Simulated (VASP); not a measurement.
# Cs2HgSe2: NMR shieldings, part 4 of 5

What are the shielding tensors of Cs2HgSe2? The cell has space group Pbam. The start is a cell from a database of measured crystal structures.

VASP 6.6.1, plane waves and PAW; the level of theory is named at each step.

So far. Step 2 (Relaxation): At PBEsol, with these data sets, the largest force is down to 0.0070 eV/Å. Step 3 (Ground state): The cell has a gap of 1.93 eV on this mesh. Spin-orbit coupling is left out, which can shift or reorder these edges. Forces of up to 0.23 eV/Å remain in these settings.

### Step 5. Cell stretched

Level of this step: chemical shifts by linear response (GIPAW), PBE; plane waves and PAW (Hg, Cs_sv, Se) (VASP).

A changed volume shows how shieldings follow the bond lengths.

File INCAR:

```
SYSTEM = Cs2HgSe2
PREC = Accurate
ENCUT = 330
EDIFF = 1E-09
NELM = 100
ISMEAR = 0
SIGMA = 0.01
LREAL = .FALSE.
ALGO = Normal
GGA = PE
NBANDS = 52
LWAVE = .FALSE.
LCHARG = .FALSE.
KPAR = 4
LCHIMAG = .TRUE.
LEFG = .TRUE.
DQ = 0.001
ICHIBARE = 1
LNMR_SYM_RED = .TRUE.
```

File POSCAR:

```
Cs2HgSe2
1.0
    8.2926084043      0.0000000000      0.0000000000
    0.0000000000     10.4661392733      0.0000000000
    0.0000000000      0.0000000000      4.7731965833
Hg Cs Se
2 4 4
Direct
    0.5000000000      0.5000000000      0.0000000000
    0.0000000000      0.0000000000      0.0000000000
    0.3922223141      0.8334766617      0.5000000000
    0.6077776859      0.1665233383      0.5000000000
    0.8922223141      0.6665233383      0.5000000000
    0.1077776859      0.3334766617      0.5000000000
    0.2277788365      0.5949200905      0.0000000000
    0.7722211635      0.4050799095      0.0000000000
    0.7277788365      0.9050799095      0.0000000000
    0.2722211635      0.0949200905      0.0000000000
```

File KPOINTS:

```
Automatic mesh
0
Gamma
6 4 8
0 0 0
```

PAW data sets: Hg, Cs_sv and Se (PBE family, release 64).

Launch:

```bash
$ mpirun -np 4 vasp_std
```

The log of the run:

```text
[... set-up lines as in an earlier step ...]
 entering main loop
       N       E                     dE             d eps       ncg     rms          rms(c)
DAV:   1     0.496844427706E+03    0.49684E+03   -0.27256E+04  6240   0.944E+02
DAV:   2     0.143055757653E+02   -0.48254E+03   -0.46911E+03  7864   0.232E+02
DAV:   3    -0.295130803765E+02   -0.43819E+02   -0.43671E+02  7272   0.750E+01
DAV:   4    -0.301413853038E+02   -0.62830E+00   -0.62739E+00  7264   0.994E+00
DAV:   5    -0.301503109753E+02   -0.89257E-02   -0.89210E-02  7300   0.110E+00    0.104E+01
DAV:   6    -0.268188330271E+02    0.33315E+01   -0.71027E+00  8048   0.134E+01    0.772E+00
DAV:   7    -0.266163513448E+02    0.20248E+00   -0.21222E+00  6936   0.402E+00    0.411E+00
DAV:   8    -0.265941364089E+02    0.22215E-01   -0.21290E-01  7204   0.234E+00    0.715E-01
DAV:   9    -0.265883312472E+02    0.58052E-02   -0.54420E-02  6900   0.130E+00    0.311E-01
DAV:  10    -0.265915939999E+02   -0.32628E-02   -0.79833E-03  6824   0.349E-01    0.210E-01
DAV:  11    -0.265928089267E+02   -0.12149E-02   -0.13644E-03  7088   0.137E-01    0.101E-01
DAV:  12    -0.265933725218E+02   -0.56360E-03   -0.10048E-03  6644   0.118E-01    0.334E-02
DAV:  13    -0.265933733061E+02   -0.78430E-06   -0.39226E-05  7680   0.236E-02    0.110E-02
DAV:  14    -0.265933852812E+02   -0.11975E-04   -0.14425E-05  6684   0.146E-02    0.246E-03
DAV:  15    -0.265933865295E+02   -0.12483E-05   -0.20442E-06  7168   0.450E-03    0.203E-03
DAV:  16    -0.265933867342E+02   -0.20466E-06   -0.20509E-07  6952   0.175E-03    0.882E-04
DAV:  17    -0.265933867959E+02   -0.61687E-07   -0.26345E-08  7112   0.594E-04    0.384E-04
DAV:  18    -0.265933867713E+02    0.24549E-07   -0.41868E-09  6428   0.363E-04    0.158E-04
DAV:  19    -0.265933867827E+02   -0.11328E-07   -0.22012E-09  5880   0.143E-04    0.699E-05
DAV:  20    -0.265933867843E+02   -0.16626E-08   -0.10392E-10  3844   0.431E-05    0.417E-05
DAV:  21    -0.265933867819E+02    0.24174E-08   -0.46518E-11  3812   0.260E-05    0.150E-05
DAV:  22    -0.265933867820E+02   -0.73669E-10   -0.15523E-11  3740   0.120E-05
ion   1
     0.0000000     5.6400902     0.0000000     4.3942430     0.0000000    -5.0206216
     0.0000680     5.6400901     0.0000000     4.3942430     0.0000000    -5.0206215
     0.0000937     5.6400900     0.0000000     4.3942429     0.0000000    -5.0206215
     0.0001290     5.6400899     0.0000000     4.3942428     0.0000000    -5.0206213
     0.0001777     5.6400896     0.0000000     4.3942426     0.0000000    -5.0206211

     0.0000000  -375.6915473     0.0000000  -297.1859381     0.0000000   333.3314296
     0.0000680  -374.8123838     0.0000000  -296.4943444     0.0000000   332.5513053
     0.0000937  -374.3888329     0.0000000  -296.1612266     0.0000000   332.1754721
     0.0001290  -373.7405197     0.0000000  -295.6513773     0.0000000   331.6002009
     0.0001777  -372.7524919     0.0000000  -294.8744310     0.0000000   330.7234928

ion   2
     0.0000000    -5.6400902     0.0000000     4.3942430     0.0000000    -5.0206216
     0.0000680    -5.6400901     0.0000000     4.3942430     0.0000000    -5.0206215
     0.0000937    -5.6400900     0.0000000     4.3942429     0.0000000    -5.0206215
     0.0001290    -5.6400899     0.0000000     4.3942428     0.0000000    -5.0206213
     0.0001777    -5.6400896     0.0000000     4.3942426     0.0000000    -5.0206211

     0.0000000   375.6915473     0.0000000  -297.1859381     0.0000000   333.3314296
     0.0000680   374.8123838     0.0000000  -296.4943444     0.0000000   332.5513053
     0.0000937   374.3888329     0.0000000  -296.1612266     0.0000000   332.1754721
     0.0001290   373.7405197     0.0000000  -295.6513773     0.0000000   331.6002009
     0.0001777   372.7524919     0.0000000  -294.8744310     0.0000000   330.7234928

ion   3
     0.0000000     0.0907498    -0.0000000     0.2105499     0.0000000    -0.2018515
     0.0000593     0.0907498    -0.0000000     0.2105499     0.0000000    -0.2018515
     0.0000817     0.0907498    -0.0000000     0.2105499     0.0000000    -0.2018515
     0.0001125     0.0907498    -0.0000000     0.2105499     0.0000000    -0.2018515
     0.0001549     0.0907498    -0.0000000     0.2105499     0.0000000    -0.2018515

     0.0000000    18.0166827    -0.0000000    33.8559137     0.0000000   -34.2380891
     0.0000593    18.0122968    -0.0000000    33.8470947     0.0000000   -34.2293539
     0.0000817    18.0100512    -0.0000000    33.8425459     0.0000000   -34.2248573
     0.0001125    18.0065311    -0.0000000    33.8353939     0.0000000   -34.2177931
     0.0001549    18.0010374    -0.0000000    33.8241978     0.0000000   -34.2067433

ion   4
     0.0000000     0.0907498    -0.0000000     0.2105499     0.0000000    -0.2018515
     0.0000593     0.0907498    -0.0000000     0.2105499     0.0000000    -0.2018515
     0.0000817     0.0907498    -0.0000000     0.2105499     0.0000000    -0.2018515
     0.0001125     0.0907498    -0.0000000     0.2105499     0.0000000    -0.2018515
     0.0001549     0.0907498    -0.0000000     0.2105499     0.0000000    -0.2018515

     0.0000000    18.0166827    -0.0000000    33.8559137     0.0000000   -34.2380891
     0.0000593    18.0122968    -0.0000000    33.8470947     0.0000000   -34.2293539
     0.0000817    18.0100512    -0.0000000    33.8425459     0.0000000   -34.2248573
     0.0001125    18.0065311    -0.0000000    33.8353939     0.0000000   -34.2177931
     0.0001549    18.0010374    -0.0000000    33.8241978     0.0000000   -34.2067433

ion   5
     0.0000000    -0.0907498     0.0000000     0.2105499     0.0000000    -0.2018515
     0.0000593    -0.0907498     0.0000000     0.2105499     0.0000000    -0.2018515
     0.0000817    -0.0907498     0.0000000     0.2105499     0.0000000    -0.2018515
     0.0001125    -0.0907498     0.0000000     0.2105499     0.0000000    -0.2018515
     0.0001549    -0.0907498     0.0000000     0.2105499     0.0000000    -0.2018515

     0.0000000   -18.0166827     0.0000000    33.8559137     0.0000000   -34.2380891
     0.0000593   -18.0122968     0.0000000    33.8470947     0.0000000   -34.2293539
     0.0000817   -18.0100512     0.0000000    33.8425459     0.0000000   -34.2248573
     0.0001125   -18.0065311     0.0000000    33.8353939     0.0000000   -34.2177931
     0.0001549   -18.0010374     0.0000000    33.8241978     0.0000000   -34.2067433

ion   6
     0.0000000    -0.0907498     0.0000000     0.2105499    -0.0000000    -0.2018515
     0.0000593    -0.0907498     0.0000000     0.2105499    -0.0000000    -0.2018515
     0.0000817    -0.0907498     0.0000000     0.2105499    -0.0000000    -0.2018515
[...]
RMM:   3    -0.383229638517E+03   -0.67672E+00   -0.13384E+00 11344   0.150E+00
RMM:   4    -0.383258362269E+03   -0.28724E-01   -0.53277E-02 11246   0.283E-01
RMM:   5    -0.383260081935E+03   -0.17197E-02   -0.38881E-03 11386   0.658E-02
RMM:   6    -0.383260181518E+03   -0.99582E-04   -0.22400E-04 11338   0.152E-02
RMM:   7    -0.383260189396E+03   -0.78784E-05   -0.17420E-05 10760   0.388E-03
RMM:   8    -0.383260189911E+03   -0.51501E-06   -0.13806E-06  9023   0.995E-04
RMM:   9    -0.383260189958E+03   -0.47284E-07   -0.10867E-07  6702   0.273E-04
RMM:  10    -0.383260189962E+03   -0.34881E-08   -0.94659E-09  4906   0.102E-04
RMM:  11    -0.383260189962E+03   -0.31793E-09   -0.69781E-10  3918   0.670E-05
BDIR= 3  IDIR= 1  IQ=  0
DAV:   1    -0.113246140404E+04   -0.11325E+04   -0.41387E-12  3708   0.621E-06
DAV:   2    -0.113246140404E+04   -0.50477E-10    0.37388E-12  3704   0.256E-06
       N       E                     dE             d eps       ncg     rms
RMM:   1    -0.373554325284E+03   -0.37355E+03   -0.48089E+02  9734   0.561E+01
RMM:   2    -0.382562890653E+03   -0.90086E+01   -0.24859E+01 11107   0.934E+00
RMM:   3    -0.383241098218E+03   -0.67821E+00   -0.13356E+00 11344   0.150E+00
RMM:   4    -0.383269662123E+03   -0.28564E-01   -0.52929E-02 11216   0.283E-01
RMM:   5    -0.383271375351E+03   -0.17132E-02   -0.38495E-03 11313   0.657E-02
RMM:   6    -0.383271471996E+03   -0.96645E-04   -0.21389E-04 11269   0.151E-02
RMM:   7    -0.383271479754E+03   -0.77583E-05   -0.17201E-05 10666   0.386E-03
RMM:   8    -0.383271480254E+03   -0.49972E-06   -0.13251E-06  8859   0.991E-04
RMM:   9    -0.383271480301E+03   -0.47611E-07   -0.10412E-07  6584   0.274E-04
RMM:  10    -0.383271480305E+03   -0.34084E-08   -0.92645E-09  4813   0.103E-04
RMM:  11    -0.383271480305E+03   -0.30860E-09   -0.62580E-10  3830   0.670E-05
BDIR= 3  IDIR= 1  IQ=  1
DAV:   1    -0.113246168338E+04   -0.11325E+04   -0.10489E-01  6732   0.106E+00
DAV:   2    -0.113246216580E+04   -0.48242E-03   -0.48242E-03  6964   0.217E-01
DAV:   3    -0.113246217009E+04   -0.42932E-05   -0.42933E-05  7540   0.190E-02
DAV:   4    -0.113246217014E+04   -0.51020E-07   -0.51093E-07  7228   0.221E-03
DAV:   5    -0.113246217014E+04   -0.16382E-08   -0.15476E-08  6820   0.298E-04
DAV:   6    -0.113246217014E+04   -0.28194E-10   -0.43106E-10  5028   0.570E-05
       N       E                     dE             d eps       ncg     rms
RMM:   1    -0.373562994371E+03   -0.37356E+03   -0.48090E+02  9733   0.561E+01
RMM:   2    -0.382571412603E+03   -0.90084E+01   -0.24838E+01 11110   0.934E+00
RMM:   3    -0.383248484037E+03   -0.67707E+00   -0.13308E+00 11347   0.150E+00
RMM:   4    -0.383276856761E+03   -0.28373E-01   -0.52543E-02 11246   0.283E-01
RMM:   5    -0.383278577225E+03   -0.17205E-02   -0.38908E-03 11388   0.660E-02
RMM:   6    -0.383278677154E+03   -0.99929E-04   -0.22030E-04 11334   0.152E-02
RMM:   7    -0.383278685026E+03   -0.78723E-05   -0.17199E-05 10752   0.389E-03
RMM:   8    -0.383278685531E+03   -0.50509E-06   -0.13425E-06  9018   0.100E-03
RMM:   9    -0.383278685580E+03   -0.48567E-07   -0.10383E-07  6721   0.276E-04
RMM:  10    -0.383278685583E+03   -0.34483E-08   -0.95119E-09  4923   0.103E-04
RMM:  11    -0.383278685583E+03   -0.30246E-09   -0.64464E-10  3913   0.665E-05
BDIR= 3  IDIR= 2  IQ= -1
DAV:   1    -0.113245925006E+04   -0.11325E+04   -0.11762E-01  6812   0.107E+00
DAV:   2    -0.113245969801E+04   -0.44795E-03   -0.44795E-03  7012   0.200E-01
DAV:   3    -0.113245970314E+04   -0.51356E-05   -0.51356E-05  7648   0.195E-02
DAV:   4    -0.113245970319E+04   -0.42161E-07   -0.42165E-07  7284   0.205E-03
DAV:   5    -0.113245970319E+04   -0.11260E-08   -0.11268E-08  7136   0.270E-04
DAV:   6    -0.113245970319E+04   -0.48203E-10   -0.36799E-10  4992   0.454E-05
       N       E                     dE             d eps       ncg     rms
RMM:   1    -0.370225483518E+03   -0.37023E+03   -0.64481E+02  9614   0.563E+01
RMM:   2    -0.380026948637E+03   -0.98015E+01   -0.30388E+01 11200   0.927E+00
RMM:   3    -0.380502013269E+03   -0.47506E+00   -0.95534E-01 11272   0.146E+00
RMM:   4    -0.380527766660E+03   -0.25753E-01   -0.60504E-02 11309   0.300E-01
RMM:   5    -0.380529386388E+03   -0.16197E-02   -0.39454E-03 11371   0.679E-02
RMM:   6    -0.380529500237E+03   -0.11385E-03   -0.27797E-04 11358   0.164E-02
RMM:   7    -0.380529509152E+03   -0.89145E-05   -0.23298E-05 10672   0.423E-03
RMM:   8    -0.380529509931E+03   -0.77936E-06   -0.19912E-06  9425   0.112E-03
RMM:   9    -0.380529509999E+03   -0.68026E-07   -0.17816E-07  7042   0.314E-04
RMM:  10    -0.380529510005E+03   -0.58950E-08   -0.14212E-08  4728   0.112E-04
RMM:  11    -0.380529510006E+03   -0.54979E-09   -0.13272E-09  4054   0.710E-05
BDIR= 3  IDIR= 2  IQ=  0
DAV:   1    -0.113246140404E+04   -0.11325E+04   -0.43104E-12  3708   0.621E-06
DAV:   2    -0.113246140404E+04    0.10004E-10   -0.16495E-12  3704   0.256E-06
       N       E                     dE             d eps       ncg     rms
RMM:   1    -0.370222256985E+03   -0.37022E+03   -0.64479E+02  9615   0.563E+01
RMM:   2    -0.380021779810E+03   -0.97995E+01   -0.30378E+01 11199   0.927E+00
RMM:   3    -0.380494588565E+03   -0.47281E+00   -0.95150E-01 11264   0.146E+00
RMM:   4    -0.380520186446E+03   -0.25598E-01   -0.60101E-02 11286   0.300E-01
RMM:   5    -0.380521793203E+03   -0.16068E-02   -0.39253E-03 11329   0.677E-02
RMM:   6    -0.380521905844E+03   -0.11264E-03   -0.27315E-04 11294   0.163E-02
RMM:   7    -0.380521914656E+03   -0.88120E-05   -0.23009E-05 10585   0.421E-03
RMM:   8    -0.380521915413E+03   -0.75648E-06   -0.18450E-06  9263   0.111E-03
RMM:   9    -0.380521915483E+03   -0.70385E-07   -0.17664E-07  6885   0.315E-04
RMM:  10    -0.380521915490E+03   -0.63835E-08   -0.15128E-08  4643   0.114E-04
RMM:  11    -0.380521915490E+03   -0.64517E-09   -0.14511E-09  3955   0.719E-05
BDIR= 3  IDIR= 2  IQ=  1
DAV:   1    -0.113246265038E+04   -0.11325E+04   -0.11762E-01  6804   0.107E+00
DAV:   2    -0.113246309835E+04   -0.44798E-03   -0.44798E-03  7020   0.200E-01
DAV:   3    -0.113246310352E+04   -0.51620E-05   -0.51620E-05  7648   0.195E-02
DAV:   4    -0.113246310356E+04   -0.42322E-07   -0.42392E-07  7284   0.205E-03
DAV:   5    -0.113246310356E+04   -0.11742E-08   -0.11368E-08  7136   0.271E-04
DAV:   6    -0.113246310356E+04   -0.65938E-10   -0.35022E-10  4980   0.448E-05
       N       E                     dE             d eps       ncg     rms
RMM:   1    -0.370214683242E+03   -0.37021E+03   -0.64475E+02  9613   0.563E+01
RMM:   2    -0.380013888201E+03   -0.97992E+01   -0.30381E+01 11197   0.927E+00
RMM:   3    -0.380483254873E+03   -0.46937E+00   -0.94219E-01 11272   0.146E+00
RMM:   4    -0.380508665051E+03   -0.25410E-01   -0.60062E-02 11308   0.299E-01
RMM:   5    -0.380510266637E+03   -0.16016E-02   -0.39215E-03 11374   0.677E-02
RMM:   6    -0.380510379024E+03   -0.11239E-03   -0.27292E-04 11355   0.163E-02
RMM:   7    -0.380510387782E+03   -0.87583E-05   -0.22860E-05 10672   0.421E-03
RMM:   8    -0.380510388550E+03   -0.76849E-06   -0.19787E-06  9426   0.111E-03
RMM:   9    -0.380510388617E+03   -0.66802E-07   -0.17437E-07  7034   0.311E-04
RMM:  10    -0.380510388623E+03   -0.57613E-08   -0.13855E-08  4726   0.111E-04
RMM:  11    -0.380510388624E+03   -0.54058E-09   -0.12993E-09  4046   0.708E-05
       N       E                     dE             d eps       ncg     rms
RLQ:   1    -0.127090343253E+02   -0.12709E+02   -0.25863E+01  8460   0.228E+01
RLQ:   2    -0.137954705412E+02   -0.10864E+01   -0.26017E+00 11105   0.221E+00
RLQ:   3    -0.138482108450E+02   -0.52740E-01   -0.44694E-02 10968   0.336E-01
RLQ:   4    -0.138497405638E+02   -0.15297E-02   -0.38723E-03 10895   0.752E-02
RLQ:   5    -0.138498339434E+02   -0.93380E-04   -0.92039E-05 10163   0.144E-02
RLQ:   6    -0.138498368437E+02   -0.29003E-05   -0.74609E-06  9844   0.348E-03
RLQ:   7    -0.138498370582E+02   -0.21458E-06   -0.26986E-07  8469   0.727E-04
RLQ:   8    -0.138498370676E+02   -0.93292E-08   -0.19777E-08  6337   0.197E-04
RLQ:   9    -0.138498370683E+02   -0.73954E-09   -0.11973E-09  4119   0.765E-05
```

It took 69 min on 4 MPI ranks of Intel Xeon Platinum 8488C (Sapphire Rapids), shared host; peak memory 11 GiB.

[end of part 4 of 5]

[Lines on the potential files, build, host, timing and source positions are cut from VASP's logs without a mark.]

[Logs are printed without paths, hosts, clocks, repeated set-up lines and the standing remarks that a program may print on its own settings, such as how far it seeks lower states.]

[Hosts, paths, dates, database ids (printed as entryN), source tags and the programs' standing remarks are cut or masked in the printed files.]
